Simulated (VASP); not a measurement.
# In (Im-3m) in VASP: notebook

One crystal, In, is run at these levels: PBEsol; tasks: single point, relaxation of cell and atoms.

All numbers are computed with VASP 6.6.1; they aren't measurements. Logs are shortened: lines on timing, memory, paths and dates and some standing lists are left out, and cuts for length are marked.

**1. Starting point**

It takes space group Im-3m (No. 229, cubic). Conventional cell: a = 3.727 Å, b = 3.727 Å, c = 3.727 Å, α = 90.00°, β = 90.00°, γ = 90.00°. In (site symmetry m-3m) is surrounded by 8 In at 3.23 Å.

The cell was built by a generator and needn't be a form met in nature.

**2. Single point, PBEsol**

The input, INCAR:

```
SYSTEM = In
PREC = Accurate ; ENCUT = 520
EDIFF = 1E-7 ; ISMEAR = -1
SIGMA = 0.1 ; LREAL = .FALSE.
LASPH = .TRUE. ; NELM = 60
ALGO = Normal ; ISIF = 2
LWAVE = .FALSE. ; LCHARG = .FALSE.
GGA = PS ; NBANDS = 12
```

The input, KPOINTS:

```
regular mesh
0
G
  12 12 12
  0 0 0
```

The input, POSCAR:

```
In
1.0
   -1.8633887471      1.8633887471      1.8633887471
    1.8633887471     -1.8633887471      1.8633887471
    1.8633887471      1.8633887471     -1.8633887471
In
1
Direct
    0.0000000000      0.0000000000      0.0000000000
```

Potentials or basis: VASP PAW PBE potentials, release 64 (In_d).

Command:

```bash
$ cat potpaw_PBE.64/In_d/POTCAR > POTCAR
$ mpirun -np 1 vasp_std > vasp.out
```

OUTCAR:

```text
SYSTEM = In
   PREC = Accurate
   ENCUT = 520
   EDIFF = 1E-7
   ISMEAR = -1
   LREAL = .FALSE.
   LASPH = .TRUE.
   NELM = 60
   ISIF = 2
   GGA = PS

 ion  position               nearest neighbor table
   1  0.000  0.000  0.000-

  LATTYP: Found a body centered cubic cell.
 ALAT       =     3.7267774942

  Lattice vectors:

 A1 = (  -1.8633887471,   1.8633887471,   1.8633887471)
 A2 = (   1.8633887471,  -1.8633887471,   1.8633887471)
 A3 = (   1.8633887471,   1.8633887471,  -1.8633887471)

Analysis of symmetry for initial positions (statically):
=====================================================================
 Subroutine PRICEL returns:
 Original cell was already a primitive cell.

 Routine SETGRP: Setting up the symmetry group for a
 body centered cubic supercell.

 Subroutine GETGRP returns: Found 48 space group operations
 (whereof 48 operations were pure point group operations)
 out of a pool of 48 trial point group operations.

The static configuration has the point symmetry O_h .

Analysis of symmetry for dynamics (positions and initial velocities):
=====================================================================
 Subroutine PRICEL returns:
 Original cell was already a primitive cell.

 Routine SETGRP: Setting up the symmetry group for a
 body centered cubic supercell.

 Subroutine GETGRP returns: Found 48 space group operations
 (whereof 48 operations were pure point group operations)
 out of a pool of 48 trial point group operations.

The dynamic configuration has the point symmetry O_h .

 Subroutine INISYM returns: Found 48 space group operations
 (whereof 48 operations are pure point group operations),
 and found     1 'primitive' translations

----------------------------------------------------------------------------------------

                                     Primitive cell

  volume of cell :      25.8804

  direct lattice vectors                    reciprocal lattice vectors
    -1.863388747  1.863388747  1.863388747     0.000000000  0.268328335  0.268328335
     1.863388747 -1.863388747  1.863388747     0.268328335  0.000000000  0.268328335
     1.863388747  1.863388747 -1.863388747     0.268328335  0.268328335  0.000000000

  length of vectors
     3.227483984  3.227483984  3.227483984     0.379473571  0.379473571  0.379473571

  position of ions in fractional coordinates (direct lattice)
     0.000000000  0.000000000  0.000000000

  ion indices of the primitive-cell ions
   primitive index   ion index
                 1           1

----------------------------------------------------------------------------------------

 KPOINTS: regular mesh

Automatic generation of k-mesh.
 Grid dimensions read from file:
 generate k-points for:   12   12   12

 Generating k-lattice:

  Cartesian coordinates                     Fractional coordinates (reciprocal lattice)
     0.000000000  0.022360695  0.022360695     0.083333333  0.000000000  0.000000000
     0.022360695  0.000000000  0.022360695     0.000000000  0.083333333  0.000000000
     0.022360695  0.022360695  0.000000000     0.000000000  0.000000000  0.083333333

  Length of vectors
     0.031622798  0.031622798  0.031622798

  Shift w.r.t. Gamma in fractional coordinates (k-lattice)
     0.000000000  0.000000000  0.000000000

 Subroutine IBZKPT returns following result:
 ===========================================

 Found     72 irreducible k-points:

 Following reciprocal coordinates:
            Coordinates               Weight
  0.000000  0.000000  0.000000      1.000000
  0.083333  0.000000  0.000000     12.000000
  0.166667  0.000000  0.000000     12.000000
  0.250000  0.000000  0.000000     12.000000
  0.333333  0.000000  0.000000     12.000000
  0.416667  0.000000  0.000000     12.000000
[... 16 lines left out ...]
  0.333333  0.083333  0.083333     24.000000
  0.416667  0.083333  0.083333     12.000000
 [... further k-points ...]
   k-points           NKPTS =     72   k-points in BZ     NKDIM =     72   number of bands    NBANDS=     12
   number of dos      NEDOS =    301   number of ions     NIONS =      1
   total plane-waves  NPLWV =  13824
   dimension x,y,z NGX =    24 NGY =   24 NGZ =   24
   dimension x,y,z NGXF=    48 NGYF=   48 NGZF=   48
   ions per type =               1
   NGX,Y,Z   is equivalent  to a cutoff of  12.36, 12.36, 12.36 a.u.
   NGXF,Y,Z  is equivalent  to a cutoff of  24.72, 24.72, 24.72 a.u.
 SYSTEM =  In
   PREC   = accura    normal or accurate (medium, high low for compatibility)
   ISTART =      0    job   : 0-new  1-cont  2-samecut
   ICHARG =      2    charge: 1-file 2-atom 10-const
   ISPIN  =      1    spin polarized calculation?
   LNONCOLLINEAR =      F non collinear calculations
   LSORBIT =      F    spin-orbit coupling
   LASPH  =      T    aspherical Exc in radial PAW
   ENCUT  =  520.0 eV  38.22 Ry    6.18 a.u.   6.00  6.00  6.00*2*pi/ulx,y,z
   NELM   =     60;   NELMIN=  2; NELMDL= -5     # of ELM steps
   EDIFF  = 0.1E-06   stopping-criterion for ELM
   LREAL  =      F    real-space projection
   EDIFFG = 0.1E-05   stopping-criterion for IOM
   NSW    =      0    number of steps for IOM
   IBRION =     -1    ionic relax: 0-MD 1-quasi-New 2-CG
   NFREE  =      0    steps in history (QN), initial steepest desc. (CG)
   ISIF   =      2    stress and relaxation
   ISYM   =      2    0-nonsym 1-usesym 2-fastsym
   POTIM  = 0.5000    time-step for ionic-motion
   TEBEG  =    0.0;   TEEND  =   0.0 temperature during run
   PSTRESS=    0.0 pullay stress
   NELECT =      13.0000    total number of electrons
   NUPDOWN=      -1.0000    fix difference up-down
   EMIN   =  10.00;   EMAX   =-10.00  energy-range for DOS
   EFERMI =   0.00;   METHOD = LEGACY
   ISMEAR =    -1;   SIGMA  =   0.10  broadening in eV -4-tet -1-fermi 0-gaus
   EFERMI_NEDOS =   21; number of points for ismear=-14 and -15
   IALGO  =     38    algorithm
   IMIX   =      4    mixing-type and parameters
     AMIX     =   0.40;   BMIX     =  1.00
     AMIX_MAG =   1.60;   BMIX_MAG =  1.00
  volume/ion in A,a.u.               =      25.88       174.65
  Fermi-wavevector in a.u.,A,eV,Ry     =   1.301365  2.459223 23.042161  1.693551
  Thomas-Fermi vector in A             =   2.432503
   LORBIT       =      0    0 simple, 1 ext, 2 COOP (PROOUT), +10 PAW based schemes
   GGA     = PS    functional components
   LHFCALC =     F    Hartree Fock is set to
   AEXX    =    0.0000 exact exchange contribution
   IVDW    =     0    specifies the selected vdW correction
   LEPSILON=     F    determine dielectric tensor
   LRPA    =     F    only Hartree local field effects (RPA)
 non-spin polarized calculation
  energy-cutoff  :      520.00
  volume of cell :       25.88
 maximum number of plane-waves:       715
   NGX = 13   NGY = 13   NGZ = 13

 number of electron      12.9999991 magnetization

 Free energy of the ion-electron system (eV)
  ---------------------------------------------------
  ext. energy  EPLUGINS =         0.00000000
  ---------------------------------------------------
  free energy    TOTEN  =        -2.97371908 eV

  energy without entropy =       -2.95761621  energy(sigma->0) =       -2.96566765

 E-fermi :   7.4765     XC(G=0): -10.4583

 val. band max:        7.4752655934   @ k =  -0.4167   0.4167   0.2500
 cond. band min:       7.5763503050   @ k =   0.2500   0.2500   0.2500
 fundamental gap:      0.1010847117
 Fermi energy:         7.4765269697

 k-point     1 :       0.0000    0.0000    0.0000
  band No.  band energies     occupation
      1      -7.1229      2.00000
      2      -7.1229      2.00000
      3      -7.1229      2.00000
      4      -6.8339      2.00000
      5      -6.8339      2.00000
      6      -2.1552      2.00000
      7      18.6912      0.00000
      8      18.6912      0.00000
      9      18.6912      0.00000
     10      20.5201      0.00000
     11      20.5201      0.00000
     12      20.5201      0.00000

 k-point     2 :       0.0833    0.0000    0.0000
  band No.  band energies     occupation
      1      -7.1308      2.00000
      2      -7.1158      2.00000
      3      -7.0930      2.00000
      4      -6.8423      2.00000
      5      -6.8342      2.00000
      6      -1.9928      2.00000
      7      17.0862      0.00000
      8      17.9326      0.00000
      9      18.2830      0.00000
     10      19.6894      0.00000
     11      19.9933      0.00000
     12      20.3976      0.00000

 k-point     3 :       0.1667    0.0000    0.0000
  band No.  band energies     occupation
      1      -7.1524      2.00000
      2      -7.1027      2.00000
      3      -7.0103      2.00000
      4      -6.8616      2.00000
      5      -6.8348      2.00000
      6      -1.5007      2.00000
      7      14.1611      0.00000
      8      16.5731      0.00000
      9      17.2962      0.00000
     10      18.9770      0.00000
     11      19.1886      0.00000
     12      20.7361      0.00000
[... 286 lines left out ...]
 k-point    23 :       0.3333    0.0833    0.0833
  band No.  band energies     occupation
      1      -7.2123      2.00000
      2      -7.1280      2.00000
      3      -6.8523      2.00000
      4      -6.8355      2.00000
      5      -6.7352      2.00000
      6       2.3328      2.00000
      7       6.3840      1.99996
      8      11.6670      0.00000
      9      12.8068      0.00000
     10      20.3642      0.00000
     11      20.3723      0.00000
     12      24.4864      0.00000

 k-point    24 :       0.4167    0.0833    0.0833
  band No.  band energies     occupation
      1      -7.2186      2.00000
      2      -7.1330      2.00000
      3      -6.8456      2.00000
      4      -6.8349      2.00000
      5      -6.7150      2.00000
      6       3.7889      2.00000
      7       4.6305      2.00000
      8      11.4688      0.00000
      9      12.6552      0.00000
     10      20.2515      0.00000
     11      20.2786      0.00000
     12      25.2124      0.00000

 [... further k-points ...]

------------------------ aborting loop because EDIFF is reached ----------------------------------------

  FORCE on cell =-STRESS in cart. coord.  units (eV):
  Direction    XX          YY          ZZ          XY          YZ          ZX
  --------------------------------------------------------------------------------------
  -------------------------------------------------------------------------------------
  Total       -0.0134818     -0.0134818     -0.0134818     -0.0000000      0.0000000      0.0000000
  in kB       -0.8346213     -0.8346213     -0.8346213     -0.0000000      0.0000000      0.0000000
  external PRESSURE =      -0.8346213 kB  Pullay stress =       0.0000000 kB

 VOLUME and BASIS-vectors are now :
 -----------------------------------------------------------------------------
  energy-cutoff  :      520.00
  volume of cell :       25.88
      direct lattice vectors                 reciprocal lattice vectors
    -1.863388747  1.863388747  1.863388747     0.000000000  0.268328335  0.268328335
     1.863388747 -1.863388747  1.863388747     0.268328335  0.000000000  0.268328335
     1.863388747  1.863388747 -1.863388747     0.268328335  0.268328335  0.000000000

 POSITION                                       TOTAL-FORCE (eV/Angst)
 -----------------------------------------------------------------------------------
      0.00000      0.00000      0.00000         0.000000     -0.000000     -0.000000
 -----------------------------------------------------------------------------------
    total drift:                                0.000000      0.000000     -0.000000

  FREE ENERGIE OF THE ION-ELECTRON SYSTEM (eV)
  ---------------------------------------------------
  free  energy   TOTEN  =        -2.9737190787 eV

  energy  without entropy=       -2.9576162115  energy(sigma->0) =       -2.96566765
```

Run time: 18 s. Hardware: 1 thread of Intel Xeon Platinum 8259CL at 2.50GHz (Skylake/Cascade Lake), shared host; peak memory 0.15 GiB.

What came out:

```
Free energy            : -2.9737 eV
Pressure               : -0.1 GPa
Band gap on the k mesh : none (metal or under the smearing width)
```

Caveat: the PAW data sets were made with another functional, which shifts forces and pressure a little.

(Part 1 of 2 ends here.)
